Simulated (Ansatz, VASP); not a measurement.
# GaAs: VASP beside Ansatz

Wanted: the spread between two codes on one cell, functional and k mesh. The cell is taken from a series of VASP runs on this material, whose earlier steps may have relaxed, scaled or displaced it; both programs get it as it stands.

Program: Ansatz 0.2.0. Level of theory: plane waves, with VASP 6.6.1 beside it; relaxation of cell and atoms at LDA. Results are calculated unless marked as measured.

## 1. Starting point

The structure is cubic, space group F-43m (No. 216). The conventional cell has a = 5.609 Å, b = 5.609 Å, c = 5.609 Å, α = 90.00°, β = 90.00°, γ = 90.00°. As has 4 Ga at 2.43 Å nearest. Nearest to Ga lie 4 As at 2.43 Å. Farther neighbours are not listed.

## 2. VASP: relaxation of cell and atoms, LDA

The relaxed volume is the usual yardstick between codes: its relative difference is about their pressure difference at one cell divided by the bulk modulus.

Lines of VASP's logs that name or quote its potential files are left out, and so is its time.

File INCAR:

```
SYSTEM = GaAs
PREC = Accurate
ENCUT = 450
EDIFF = 1E-06
NELM = 100
ISMEAR = 0
SIGMA = 0.03
LREAL = .FALSE.
ALGO = Normal
GGA = CA
NBANDS = 15
LORBIT = 11
LWAVE = .FALSE.
LCHARG = .FALSE.
KPAR = 4
IBRION = 2
NSW = 50
ISIF = 3
EDIFFG = -0.006
```

File POSCAR:

```
GaAs
1.0
    0.0000000000      2.8045878475      2.8045878475
    2.8045878475      0.0000000000      2.8045878475
    2.8045878475      2.8045878475      0.0000000000
As Ga
1 1
Direct
    0.7500000000      0.7500000000      0.7500000000
    0.0000000000      0.0000000000      0.0000000000
```

File KPOINTS:

```
Automatic mesh
0
Gamma
6 6 6
0 0 0
```

The projector-augmented-wave data sets are As and Ga_d (LDA family, release 64).

On the command line:

```bash
$ mpirun -np 4 vasp_std
```

Numbers of over 12 decimals in the logs are rounded to 6 here.

What it wrote:

```text
[banner, memory and clock lines left out]
running    4 mpi-ranks, on    1 nodes
 distrk:  each k-point on    1 cores,    4 groups
 distr:  one band on    1 cores,    1 groups

 POSCAR found type information on POSCAR AsGa
 POSCAR found :  2 types and       2 ions
 LDA part: xc-table for (Slater(with rela. corr.)+CA(PZ))
 , standard interpolation
 POSCAR, INCAR and KPOINTS ok, starting setup
 FFT: planning ... GRIDC
 FFT: planning ... GRID_SOFT
 FFT: planning ... GRID
 WAVECAR not read
 entering main loop
       N       E                     dE             d eps       ncg     rms          rms(c)
DAV:   1     0.781288908766E+02    0.78129E+02   -0.83973E+03   488   0.155E+03
DAV:   2    -0.352719534628E+01   -0.81656E+02   -0.77934E+02   550   0.305E+02
DAV:   3    -0.974873337506E+01   -0.62215E+01   -0.62023E+01   564   0.678E+01
DAV:   4    -0.985370265699E+01   -0.10497E+00   -0.10495E+00   579   0.988E+00
DAV:   5    -0.985513084298E+01   -0.14282E-02   -0.14281E-02   592   0.101E+00    0.307E+00
DAV:   6    -0.966159622496E+01    0.19353E+00   -0.23346E-01   762   0.889E+00    0.180E+00
DAV:   7    -0.961786804103E+01    0.43728E-01   -0.68742E-02   673   0.204E+00    0.526E-01
DAV:   8    -0.961460314711E+01    0.32649E-02   -0.94972E-03   599   0.112E+00    0.109E-01
DAV:   9    -0.961457558742E+01    0.27560E-04   -0.73302E-04   600   0.348E-01    0.425E-02
DAV:  10    -0.961458160215E+01   -0.60147E-05   -0.42388E-05   727   0.704E-02    0.225E-02
DAV:  11    -0.961458674250E+01   -0.51403E-05   -0.70144E-06   571   0.420E-02    0.256E-03
DAV:  12    -0.961458661204E+01    0.13046E-06   -0.46578E-07   429   0.105E-02
   1 F= -.96145866E+01 E0= -.96145866E+01  d E =-.961459E+01
 curvature:   0.00 expect dE= 0.000E+00 dE for cont linesearch  0.000E+00
 trial: gam= 0.00000 g(F)=  0.140E-46 g(S)=  0.697E-05 ort = 0.000E+00 (trialstep = 0.100E+01)
 search vector abs. value=  0.697E-05
 reached required accuracy - stopping structural energy minimisation
```

OUTCAR, selected parts (step 2):

```text
ion  position               nearest neighbor table
   1  0.750  0.750  0.750-   2 2.43   2 2.43   2 2.43   2 2.43
   2  0.000  0.000  0.000-   1 2.43   1 2.43   1 2.43   1 2.43

  LATTYP: Found a face centered cubic cell.
 ALAT       =     5.6091756950

 Subroutine GETGRP returns: Found 24 space group operations
 (whereof 24 operations were pure point group operations)

The static configuration has the point symmetry T_d .

 Found     16 irreducible k-points:

   k-points           NKPTS =     16   k-points in BZ     NKDIM =     16   number of bands    NBANDS=     15

   dimension x,y,z NGX =    28 NGY =   28 NGZ =   28
   dimension x,y,z NGXF=    56 NGYF=   56 NGZF=   56

   ENCUT  =  450.0 eV  33.07 Ry    5.75 a.u.   6.86  6.86  6.86*2*pi/ulx,y,z

   NELECT =      18.0000    total number of electrons

 k-points in reciprocal lattice and weights: Automatic mesh
   0.00000000  0.00000000  0.00000000       0.005
   0.16666667  0.00000000  0.00000000       0.037
   0.33333333  0.00000000  0.00000000       0.037
   0.50000000  0.00000000  0.00000000       0.019
   0.16666667  0.16666667  0.00000000       0.028
   0.33333333  0.16666667  0.00000000       0.111
   0.50000000  0.16666667  0.00000000       0.111
  -0.33333333  0.16666667  0.00000000       0.111
  -0.16666667  0.16666667  0.00000000       0.056
[...]
-0.33333333  0.33333333  0.16666667       0.111
  -0.33333333  0.50000000  0.16666667       0.056

 average (electrostatic) potential at core
       1 -53.5589       2 -67.3294

 E-fermi :   4.1727

 k-point     1 :       0.0000    0.0000    0.0000
  band No.  band energies     occupation
    ...
      5     -10.8632      2.00000
      6      -8.8985      2.00000
      7       4.0398      2.00000
      8       4.0398      2.00000
      9       4.0398      2.00000
     10       4.5469      0.00000
     11       7.7114      0.00000
     12       7.7114      0.00000
     13       7.7114      0.00000
     14      11.4512      0.00000
    ...

 k-point     2 :       0.1667    0.0000    0.0000
  band No.  band energies     occupation
    ...
      5     -10.8633      2.00000
      6      -8.5674      2.00000
      7       1.2603      2.00000
      8       3.6413      2.00000
      9       3.6413      2.00000
     10       5.6385      0.00000
     11       8.2755      0.00000
     12       8.2755      0.00000
     13       8.6872      0.00000
     14      12.8472      0.00000
    ...

 k-point     3 :       0.3333    0.0000    0.0000
  band No.  band energies     occupation
    ...
      5     -10.8614      2.00000
      6      -7.7084      2.00000
      7      -1.4802      2.00000
      8       3.0764      2.00000
      9       3.0764      2.00000
     10       5.1863      0.00000
     11       8.6917      0.00000
     12       8.6917      0.00000
     13      11.2448      0.00000
     14      12.6607      0.00000
    ...

  Total       -0.0098109     -0.0098109     -0.0098109      0.0000000      0.0000000      0.0000000
  in kB       -0.3562740     -0.3562740     -0.3562740      0.0000000      0.0000000      0.0000000
  external PRESSURE =      -0.3562740 kB  Pullay stress =       0.0000000 kB

  energy-cutoff  :      450.00
  volume of cell :       44.12
      direct lattice vectors                 reciprocal lattice vectors
     0.000000000  2.804587848  2.804587848    -0.178279315  0.178279315  0.178279315
     2.804587848  0.000000000  2.804587848     0.178279315 -0.178279315  0.178279315
     2.804587848  2.804587848  0.000000000     0.178279315  0.178279315 -0.178279315

 POSITION                                       TOTAL-FORCE (eV/Angst)
 -----------------------------------------------------------------------------------
      4.20688      4.20688      4.20688        -0.000000      0.000000     -0.000000
      0.00000      0.00000      0.00000         0.000000     -0.000000      0.000000
 -----------------------------------------------------------------------------------
    total drift:                               -0.000001     -0.000001     -0.000001

  FREE ENERGIE OF THE ION-ELECTRON SYSTEM (eV)
  ---------------------------------------------------
  free  energy   TOTEN  =        -9.6145866120 eV

  energy  without entropy=       -9.6145866120  energy(sigma->0) =       -9.61458661

 reached required accuracy - stopping structural energy minimisation

 total charge
# of ion       s       p       d       tot
------------------------------------------
    1        1.212   1.617   0.032   2.862
    2        0.890   0.833   9.998  11.721
--------------------------------------------------
tot          2.103   2.450  10.031  14.583

[... 3 further parts left out ...]
```

The run keeps the 24 symmetry operations of its start, so it cannot find a distortion of lower symmetry.

## 3. Ansatz: relaxation of cell and atoms, LDA

Ansatz runs on its default PAW (the set named soft_2) files.

The same cell, functional (in two slightly different forms), mesh and smearing now go to Ansatz, which takes its cutoff from its data sets.

File input.yaml:

```yaml
crystal:
  lattice:
    - [0.0, 2.8045878475, 2.8045878475]
    - [2.8045878475, 0.0, 2.8045878475]
    - [2.8045878475, 2.8045878475, 0.0]
  atoms:
    - { symbol: As, position: [0.75, 0.75, 0.75] }
    - { symbol: Ga, position: [0.0, 0.0, 0.0] }
hamiltonian:
  xc: lda
  pseudopotentials: { kind: paw }
kpoints:
  mp_grid: { grid: [6, 6, 6] }
scf:
  occupations: { method: gaussian, width: 0.03 }
relax:
  f_tol: 0.01
  max_steps: 60
  cell: { stress_tol: 0.05 }
output:
  forces: true
  stress: true
  write_density: true
  write_potential: true
  elf: true
  volumetric_format: npy
```

On the command line:

```bash
$ ansatz run input.yaml --threads 4 --pin off --max-ram 9216MiB --backend cpu --events-out ev --progress --plain --runs-dir out
```

What it wrote:

```text
Engine: ansatz 0.2.0, x86_64-unknown-linux-gnu
Pseudopotentials: kind: paw
Pseudopotential: As, paw, valence charge 15, recommended cutoff 420 eV (normal), As.paw.azcp
Pseudopotential: Ga, paw, valence charge 13, recommended cutoff 420 eV (normal), Ga.paw.azcp
Functional definition: SPW92
  exchange = slater_x
  correlation = pw_c
Crystal: 2 atoms, lattice volume = 44.120 Å³
Basis set: ecut = 420 eV, 869 PW (Γ)
Bands: 18, of which v1, the nominal top of the filled ones, is band 14 counted from 1 (13 counted from 0)
Symmetry: 24 space group operations
Space group: F-43m (ITA 216), of the structure as read, at distance tolerance 3.5e-5 Å
k-points: 16 of 216 (time reversal used)
Non-local potential: As, projectors of the file, l = 0: 2, l = 1: 2, l = 2: 3, l = 3: 1
Non-local potential: Ga, projectors of the file, l = 0: 2, l = 1: 2, l = 2: 3, l = 3: 1
PAW form: soft (Blöchl's): semilocal exchange-correlation on the pseudo side does not see the compensation charge
PAW frozen core: As, regenerated for the run's functional, and the local potential with it (the file was generated under x = pbe(κ = 0.804, μ = 0.219515), c = pbe(β = 0.066725))
PAW frozen core: Ga, regenerated for the run's functional, and the local potential with it (the file was generated under x = pbe(κ = 0.804, μ = 0.219515), c = pbe(β = 0.066725))
PAW one-centre angular grid: As, 590 points (default); XC on 64 Gauss nodes
PAW one-centre angular grid: Ga, 590 points (default); XC on 64 Gauss nodes
Initial density: superposition of atomic densities (neutral atoms: chi_scale 0, normalization atom), corrected by the library's trained network
Initial wavefunctions: pseudopotential atomic-orbital guess
Functional: x = slater, c = lda
SCF iter   1: F=—  HF=-8481.272551 eV  |F-HF|=—  |Δ(HF+E_count)|=         —  Δρ=4.66e-3  dr2=5.60e-3  ethr=1.77e-3  ⟨swp⟩=5.9  Hψ=1337  notcnv=0
preconditioner: auto → none  [insulator: Δε(μ)=0.436 eV  Ē_g=15.580 eV  σ=0.030 eV  W_gap=1.00  n_scr=14 (ndim 8)  ℏωp=23.7 eV  f_vac=0.080  D(μ)=0.00/eV (n_scr^D=0)  ε∞_Penn≈3.3]
SCF iter   2: F=—  HF=-8481.270118 eV  |F-HF|=—  |Δ(HF+E_count)|=   2.43e-3  Δρ=2.33e-3  dr2=8.70e-4  ethr=2.00e-5  ⟨swp⟩=2.9  Hψ=680  notcnv=0
SCF iter   3: F=—  HF=-8481.270072 eV  |F-HF|=—  |Δ(HF+E_count)|=   4.60e-5  Δρ=6.00e-4  dr2=1.56e-4  ethr=3.11e-6  ⟨swp⟩=2.0  Hψ=424  notcnv=0
SCF iter   4: F=—  HF=-8481.270000 eV  |F-HF|=—  |Δ(HF+E_count)|=   7.28e-5  Δρ=2.29e-4  dr2=1.04e-5  ethr=5.55e-7  ⟨swp⟩=2.0  Hψ=430  notcnv=0
SCF iter   5: F=—  HF=-8481.269995 eV  |F-HF|=—  |Δ(HF+E_count)|=   5.09e-6  Δρ=1.49e-5  dr2=1.23e-7  ethr=3.70e-8  ⟨swp⟩=2.1  Hψ=384  notcnv=0
SCF iter   6: F=-8481.269995 eV  HF=-8481.269995 eV  |F-HF|=1.40e-9  |Δ(HF+E_count)|=   6.19e-9  Δρ=3.10e-6  dr2=2.19e-9  ethr=3.57e-10  ⟨swp⟩=7.6  Hψ=1540  notcnv=0
SCF 1 converged in 6 iterations: F = -8481.269995 eV  dr2 = 2.19e-9
  greatest PAW one-centre occupation: 0.999 electrons in one spin orbital (limit 2), on the As atom at site 0 (counted from 0), in its partial waves of l = 2
relax step   1: F+E_penalty+E_count = -8481.26999457 eV  Δ(F+E_penalty+E_count) = +0.000e0 eV  max|allowed force component| = 1.214e-16 eV/Å  Δτ_max = 0.0000 Å  P = -0.276 GPa  Ω = 44.120 Å³  (6 SCF iters, dr2 threshold 1.00e-7 eV, accepted)
[...]
relax step   2: F+E_penalty+E_count = -8481.27015582 eV  Δ(F+E_penalty+E_count) = -1.612e-4 eV  max|allowed force component| = 4.019e-17 eV/Å  Δτ_max = 0.0000 Å  P = -0.054 GPa  Ω = 43.988 Å³  energy of the carried Pulay correction = +2.529e-5 eV  (3 SCF iters, dr2 threshold 1.90e-7 eV, accepted)
[...]
relax step   3: F+E_penalty+E_count = -8481.27016716 eV  Δ(F+E_penalty+E_count) = -1.135e-5 eV  max|allowed force component| = 2.812e-17 eV/Å  Δτ_max = 0.0000 Å  P = +0.001 GPa  Ω = 43.956 Å³  energy of the carried Pulay correction = +3.137e-5 eV  (4 SCF iters, dr2 threshold 7.17e-9 eV, accepted)
[...]
relax step   4: F+E_penalty+E_count = -8481.27011622 eV  Δ(F+E_penalty+E_count) = +5.095e-5 eV  max|allowed force component| = 4.366e-17 eV/Å  Δτ_max = 0.0000 Å  P = +0.001 GPa  Ω = 43.956 Å³  stress off target by 1.11e-3 GPa  SCF on the basis re-selected at this cell (its energy is not comparable with the rows above)  (5 SCF iters)
basis re-selected at this cell: Δ(F+E_penalty+E_count) = +5.095e-5 eV, ΔP = +0.000 GPa vs the last step (what re-selecting the basis moved, of the pressure what is left beyond the Pulay correction that the steps carried, after the strain that the cell walked since its last selection, with what the two solves' SCF thresholds leave and, on support functions, any second-order correction that the steps lacked; it is no m [...]
SCF converged after 5 iterations
Free energy (F): -8481.270116 eV
Harris-Foulkes:  -8481.270116 eV  (|F-HF|=5.46e-12)
Internal energy: -8481.270116 eV  (E = F + TS)
E sigma→0 (E₀):  -8481.270116 eV
Fermi energy:    8.501333 eV
--- Per-component energies (eV) ---
  E_band       = -314.569482
  E_kinetic    = 221.028755
  E_local      = -3887.217568  (includes V_loc(G=0)·N_el)
  E_nonlocal   = -238.467286
  E_hartree    = 1958.233446
  E_xc         = -148.294227
  E_vxc        = -138.882505  (∫ρ·V_xc dr)
  E_paw        = -3666.829752  (= ΣΔE_a)
  E_vpaw       = -187.497667  (= ΣTr[D̂ρ^β])
  E_aug_tail   = -0.000107  (compensation charges beyond the density's cutoff)
  E_ewald      = -2723.527087
  E_core_change = 3.803710  (= ΣΔE_core)
  E_smearing   = -0.000000  (= −TS)
  E_closure    = 0.000000  (closes the sum)
  Σ components = -8481.270116   (vs F -8481.270116, Δ=0.00e0)
--- Forces (eV/Å), atoms counted from 1 ---
  atom   1  As     0.00000000     0.00000000    -0.00000000
  atom   2  Ga    -0.00000000     0.00000000     0.00000000
  max |Σ_I F_I| component: 8.38e-17 eV/Å
--- Stress (GPa, compression-positive) ---
        0.001106       0.000000       0.000000
        0.000000       0.001106       0.000000
        0.000000       0.000000       0.001106
  P = ⅓ Tr σ = 0.0011 GPa (0.011 kbar)
--- Band table (eV; the first three rows and the last of 16) ---
  k-point 0: bands = [... 10 lower, -4.7267, 8.2571, 8.2571, 8.2571, 8.7435, 11.9440, 11.9440, 11.9440]
  k-point 1: bands = [... 10 lower, -4.3940, 5.4651, 7.8578, 7.8578, 9.8495, 12.5095, 12.5095, 12.9141]
  k-point 2: bands = [... 10 lower, -3.5324, 2.7205, 7.2915, 7.2915, 9.3982, 12.9263, 12.9263, 15.4742]
  k-point 15: bands = [... 10 lower, -2.0629, 1.3920, 4.7678, 4.9082, 11.4289, 11.6654, 15.3764, 15.6752]
--- Relaxed structure (3 steps of the walk, 3 accepted, 1 SCFs on fresh bases) ---
  F+E_penalty+E_count = -8481.27011622 eV   max|allowed force component| = 4.366e-17 eV/Å   (the final SCF, on the basis selected at the relaxed cell)
  cell:  # Å, volume = 43.9562 Å³
    - [0, 2.801110, 2.801110]
    - [2.801110, 0, 2.801110]
    - [2.801110, 2.801110, 0]
  atoms:
    - { symbol: As, position: [0.75, 0.75, 0.75] }
    - { symbol: Ga, position: [0, 0, 0] }
```

It took 1.6 s on 4 threads of Intel Xeon Platinum 8559C (Emerald Rapids), shared host; peak memory 0.4 GiB; 4.9 s of CPU time.

## 4. Side by side

Known differences besides the potentials themselves: the two LDA forms differ slightly; both relaxations stop at a tolerance, which leaves soft axes loose, and VASP keeps its plane-wave basis; the data sets hold 28 valence electrons in Ansatz (default PAW (the set named soft_2) files) and 18 in VASP; the cutoff is 420 eV in Ansatz and 450 eV in VASP; VASP's log shows a relativistic correction to its local exchange, Ansatz's none; Ansatz adds a Pulay correction to the stress that steers its cell, VASP none. Total energies have different zeros and are not compared.

Compared:

```
                                         quantity  Ansatz   VASP  difference
                                      volume (Å³)   43.96  44.12     -0.37 %
edge a after relaxation, in the typed setting (Å)   3.961  3.966     -0.12 %
```

The walks stopped with 0.00 GPa left in Ansatz and -0.04 GPa in VASP; each walk ends within a tolerance, so the volume difference is uncertain by about these residues over the bulk modulus, most in soft cells.

## 5. Results

```json
{
  "difference in volume (relaxation of cell and atoms, LDA)": "-0.37 %"
}
```

In words: The difference in volume is -0.37 % (relaxation of cell and atoms, LDA), within the 1.2 % picked in this series as the mark of a large difference, as far as the stopping tolerances let one tell. Such differences can come from data sets, numerical settings and the points named under the comparisons, not from the functional's error against experiment.

[Lines on the potential files, build, host, timing and source positions are cut from VASP's logs without a mark.]

[Logs are printed without paths, hosts, clocks, repeated set-up lines and the standing remarks that a program may print on its own settings, such as how far it seeks lower states.]

[Hosts, paths, dates, database ids (printed as entryN), source tags and the programs' standing remarks are cut or masked in the printed files.]
